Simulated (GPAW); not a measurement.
Runs of GPAW 26.7.0 on BaTiO3. Symmetry: R3m, No. 160, trigonal system. Conventional cell: a = 5.655 Å, b = 5.655 Å, c = 6.955 Å, α = 90.00°, β = 90.00°, γ = 120.00°. Around Ba (site symmetry 3m) lie 12 O at 2.79 to 2.89 Å. Around Ti (site symmetry 3m) lie 6 O at 1.87 to 2.14 Å. Around O (site symmetry m) lie 2 Ti at 1.87 to 2.14 Å. 

```tsv
task	level	potentials or basis	smearing	maxiter	convergence	response ecut	response k mesh	response bands	gap on the mesh (eV)	pressure (GPa)	largest force (eV/Å)
single point	PBE	GPAW PAW data sets (gpaw-data 1.2.1), pw	fermi-dirac 0.05 eV	120	default	-	-	-	(a)	2.1	0.25
dielectric tensor	LDA	the program's PAW data sets (release 1.2.1) made for this functional, pw	fermi-dirac 0.001 eV	150	-	80 eV	9 × 9 × 9	60	2.33	-	-
single point	LDA	the program's PAW data sets (release 1.2.1) made for this functional, pw	fermi-dirac 0.05 eV	120	default	-	-	-	2.33	-9.1	(b)
dielectric tensor	LDA	the program's PAW data sets (release 1.2.1) made for this functional, pw	fermi-dirac 0.001 eV	150	-	80 eV	8 × 8 × 8	60	2.33	-	-
```

Alike in all rows: no spin polarisation; cell as given; k mesh 6 × 6 × 6; cutoff (eV) 600.

Q: Estimate the missing entries.

A: (a) 2.42; (b) 0.15.

Caveats: spin-orbit coupling is left out, which moves the levels of the heavy elements; the cutoff is short for stress and forces, so pressures can be off by a GPa or more (some runs); the long-wavelength limit can be off by several per cent where d states take part (some runs); an odd mesh through Γ misses points on the zone boundary, where band edges often lie (some runs).

A k mesh can miss the band edges, and the runs leave out spin-orbit coupling on Ba.
